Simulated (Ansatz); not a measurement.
# Si2Ni: the cost of one run

Computed with Ansatz 0.2.0 (DFT PBE, scalar-relativistic, plane waves, PAW, unless a step's input says otherwise).

### Step 1. The structure to begin with

The structure is orthorhombic, space group Pnnm (No. 58). The conventional cell has a = 4.315 Å, b = 5.267 Å, c = 3.288 Å, α = 90.00°, β = 90.00°, γ = 90.00°. Si (site symmetry m) has 1 Si at 2.15 Å and 3 Ni at 2.17 to 2.19 Å as nearest neighbours. Ni (site symmetry 2/m) is surrounded by 6 Si at 2.17 to 2.19 Å.

As a file:

```cif
data_structure
_symmetry_space_group_name_H-M 'Pnnm'
_symmetry_Int_Tables_number 58
_cell_length_a 4.3154
_cell_length_b 5.2669
_cell_length_c 3.2880
_cell_angle_alpha 90.000
_cell_angle_beta 90.000
_cell_angle_gamma 90.000
_cell_volume 74.73
loop_
_atom_site_label
_atom_site_type_symbol
_atom_site_symmetry_multiplicity
_atom_site_Wyckoff_symbol
_atom_site_fract_x
_atom_site_fract_y
_atom_site_fract_z
_atom_site_occupancy
Si1 Si 4 g 0.20040 0.37870 0.00000 1
Ni1 Ni 2 a 0.00000 0.00000 0.00000 1
```

(A quick probe on a coarse mesh, which set the mesh and smearing, is not shown.)

### Step 3. Coarse relaxation

input.yaml

```yaml
crystal:
  lattice:
    - [4.3153907135, 0.0, 0.0]
    - [0.0, 5.266901063, 0.0]
    - [0.0, 0.0, 3.2879537219]
  atoms:
    - { symbol: Si, position: [0.2004, 0.3787, 0.0] }
    - { symbol: Si, position: [0.7996, 0.6213, 0.0] }
    - { symbol: Si, position: [0.7004, 0.1213, 0.5] }
    - { symbol: Si, position: [0.2996, 0.8787, 0.5] }
    - { symbol: Ni, position: [0.0, 0.0, 0.0] }
    - { symbol: Ni, position: [0.5, 0.5, 0.5] }
basis:
  ecutwfc: 420
kpoints:
  mp_grid: { grid: [4, 4, 6] }
hamiltonian:
  xc: pbe
scf:
  occupations: { method: gaussian, width: 0.1 }
  lower_state_search: "off"
output:
  forces: true
  stress: true
  eigenvalues: true
relax:
  adjacent_minimum: "off"
  f_tol: 0.04
  max_steps: 70
  cell: { stress_tol: 0.4 }
```

Started as:

```sh
$ ansatz run input.yaml --threads 1 --pin off --max-ram 2560MiB --backend cpu --events-out ev --progress --plain --runs-dir out
```

What time and memory should one allow on 1 thread of Arm Neoverse V1, shared host?

About 99 s, with a peak of 0.39 GiB.
